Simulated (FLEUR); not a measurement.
## Ge: band structure with LDA

Crystal: Ge.

```
CELL_PARAMETERS angstrom
0.00000 2.88574 5.11566
2.63050 0.00000 5.11566
2.63050 2.88574 0.00000
ATOMIC_POSITIONS crystal
Ge 0.72649 0.27351 0.72649
Ge 0.27351 0.72649 0.27351
Ge 0.21813 0.21813 0.78187
Ge 0.78187 0.78187 0.21813
```

This isn't the form of Ge at room conditions, which is diamond.

| Quantity | Value |
| --- | --- |
| Program | FLEUR MaX-R8.1 (later development tree) |
| Task | band structure |
| Functional | LDA |
| Potentials or basis | all-electron |
| Basis | FLAPW |
| Kmax | 4.28 1/bohr |
| k mesh | 7 × 7 × 7 |
| Occupations | fermi-dirac, width 0.05 eV |
| Spin | no spin polarisation |
| Gmax | 13.3 1/bohr |
| Muffin-tin radii | Ge 2.29 bohr |
| lmax | Ge 9 |
| lnonsphr | Ge 9 |
| Local orbitals a species | Ge 6 |
| Max iterations | 60 |
| Mixing factor | 0.05 |
| Mixer | Anderson |
| Mixer history | 15 |
| Density convergence | 1e-05 me/bohr^3 |

```
Band gap along the path                               : none (metal or under the smearing width)
Valence electrons inside the program's atomic spheres : Ge 20.22, 20.18 (radii Ge 2.29 bohr)
```

Levels at the corners of the path, in eV from the Fermi level:
| point | band 43 | band 44 | band 45 | band 46 | band 47 | band 48 |
| --- | --- | --- | --- | --- | --- | --- |
| Γ | -1.91 | -1.76 | -1.53 | 3.06 | 3.85 | 4.06 |
| Y | -3.10 | -2.58 | -1.15 | -0.73 | 3.55 | 4.70 |
| C | -2.58 | -2.34 | -0.92 | -0.40 | 2.86 | 3.67 |
| D | -3.46 | -1.96 | -1.76 | 2.93 | 3.71 | 3.96 |
| X | -3.48 | -1.98 | -1.77 | 2.92 | 3.79 | 4.05 |
| Γ | -1.91 | -1.76 | -1.53 | 3.06 | 3.85 | 4.06 |
| Z | -0.17 | 0.51 | 1.09 | 1.17 | 2.03 | 2.76 |
| D1 | -3.46 | -1.96 | -1.76 | 2.93 | 3.71 | 3.96 |
| H | -3.80 | -1.94 | -1.49 | 3.16 | 3.20 | 3.42 |
| C | -2.58 | -2.34 | -0.92 | -0.40 | 2.86 | 3.67 |
| C1 | -2.58 | -2.34 | -0.92 | -0.40 | 2.86 | 3.67 |
| Z | -0.17 | 0.51 | 1.09 | 1.17 | 2.03 | 2.76 |
| X | -3.48 | -1.98 | -1.77 | 2.92 | 3.79 | 4.05 |
| H1 | -3.80 | -1.94 | -1.49 | 3.16 | 3.20 | 3.42 |
| H | -3.80 | -1.94 | -1.49 | 3.16 | 3.20 | 3.42 |
| Y | -3.10 | -2.58 | -1.15 | -0.73 | 3.55 | 4.70 |
| L | -0.74 | 0.83 | 1.04 | 1.24 | 2.31 | 2.40 |
| Γ | -1.91 | -1.76 | -1.53 | 3.06 | 3.85 | 4.06 |

Core levels (eV from the Fermi level):
| atom | levels |
| --- | --- |
| 1 Ge | 1s1/2 -10933.3, 2s1/2 -1364.1, 2p1/2 -1214.1, 2p3/2 -1182.3 |
| 2 Ge | 1s1/2 -10933.3, 2s1/2 -1364.1, 2p1/2 -1214.1, 2p3/2 -1182.3 |
| 3 Ge | 1s1/2 -10933.3, 2s1/2 -1364.1, 2p1/2 -1214.1, 2p3/2 -1182.3 |
| 4 Ge | 1s1/2 -10933.3, 2s1/2 -1364.1, 2p1/2 -1214.1, 2p3/2 -1182.3 |

Wall time 5.8 min on 1 thread of Arm Neoverse V2, on a shared host, peak memory 0.12 GiB.
